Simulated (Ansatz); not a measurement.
PbS, space group Cmcm, an equation of state with a fit

Program: Ansatz 0.2.0, Python API.

Notebook, run cell by cell (the value of a cell's last expression is shown):

In [1]:
```python
import warnings

import ansatz as az
import numpy as np
```

In [2]:
```python
vectors0 = np.array([
    [2.07995269, -5.99129686, 0.0],
    [2.07995269, 5.99129686, 0.0],
    [0.0, 0.0, 4.27932094],
])
sites = [
    ('Pb', (0.86943665, 0.13056335, 0.75)),
    ('Pb', (0.13056335, 0.86943665, 0.25)),
    ('S', (0.64520291, 0.35479709, 0.75)),
    ('S', (0.35479709, 0.64520291, 0.25)),
]
```

In [3]:
```python
def build(cell):
    crystal = az.Crystal(lattice=az.Lattice.of(cell))
    for symbol, position in sites:
        crystal = crystal.atom(symbol, position)
    return crystal
```

In [4]:
```python
warnings.simplefilter('ignore', az.DeckWarning)
```

In [5]:
```python
# uniform scaling of the cell
volumes, energies, pressures = [], [], []
for scale in np.linspace(0.94, 1.06, 7):
    cell = vectors0 * scale ** (1 / 3)
    model = (
        build(cell).calculation()
        .functional('r2SCAN')
        .basis(500)
        .occupations('Fermi-Dirac', width=0.02)  # the run then minimises F = E - TS
        .kpoints(4, 4, 4)
        .stress()
    )
    data = model.run(threads=1, pin='off').report
    volumes.append(abs(np.linalg.det(cell)) / len(sites))
    energies.append(data['free_energy_ev'] / len(sites))
    pressures.append(np.trace(data['stress_gpa']) / 3)
    print(f'V = {volumes[-1]:8.4f} A^3/atom  F = {energies[-1]:.5f} eV/atom  P = {pressures[-1]:8.3f} GPa')
```
```text
V =  25.0638 A^3/atom  F = -6413.96499 eV/atom  P =    3.825 GPa
V =  25.5971 A^3/atom  F = -6413.97524 eV/atom  P =    2.364 GPa
V =  26.1304 A^3/atom  F = -6413.98089 eV/atom  P =    1.051 GPa
V =  26.6636 A^3/atom  F = -6413.98239 eV/atom  P =   -0.127 GPa
V =  27.1969 A^3/atom  F = -6413.98017 eV/atom  P =   -1.186 GPa
V =  27.7302 A^3/atom  F = -6413.97461 eV/atom  P =   -2.138 GPa
V =  28.2634 A^3/atom  F = -6413.96605 eV/atom  P =   -2.993 GPa
```

In [6]:
```python
# third-order Birch-Murnaghan: a cubic in V^(-2/3)
x = np.array(volumes) ** (-2 / 3)
poly = np.polynomial.Polynomial.fit(x, energies, 3).convert()
roots = poly.deriv().roots()
x0 = min((r.real for r in roots if abs(r.imag) < 1e-9 and poly.deriv(2)(r.real) > 0), key=lambda r: abs(r - x.mean()))
v0 = x0 ** -1.5
b0 = 4 / 9 * poly.deriv(2)(x0) * v0 ** (-7 / 3) * 160.21766
b1 = 4 + 2 / 3 * x0 * poly.deriv(3)(x0) / poly.deriv(2)(x0)
print(f'V0 = {v0:.4f} A^3/atom, B0 = {b0:.1f} GPa, dB/dP = {b1:.2f}')
```
```text
V0 = 26.6033 A^3/atom, B0 = 56.4 GPa, dB/dP = 4.33
```

A third-order Birch-Murnaghan fit through the 7 points has its minimum at 26.60 Å³ an atom, 0.2 % below the typed cell, with a bulk modulus of 56 GPa and dB/dP = 4.3. From that minimum the energy rises by 17.4 meV an atom on the compressed side and 16.4 meV on the expanded side.

Reading the output:
- Total energies depend on the potentials; only differences at equal settings carry meaning.
- Shape and fractional positions are held along the curve, so the bulk modulus is an upper value where they are free to relax.
- Pressure is positive in compression.
- Spin-orbit coupling, which matters for elements this heavy, is left out.
- This cell is a computed structure, which may not be the phase found in nature.
- The whole script took 20 s on 1 thread of AMD EPYC 9B45 (Zen 5) (shared host), peak memory 0.83 GiB.

(Lines on the test bed's own set-up are left out of the output.)
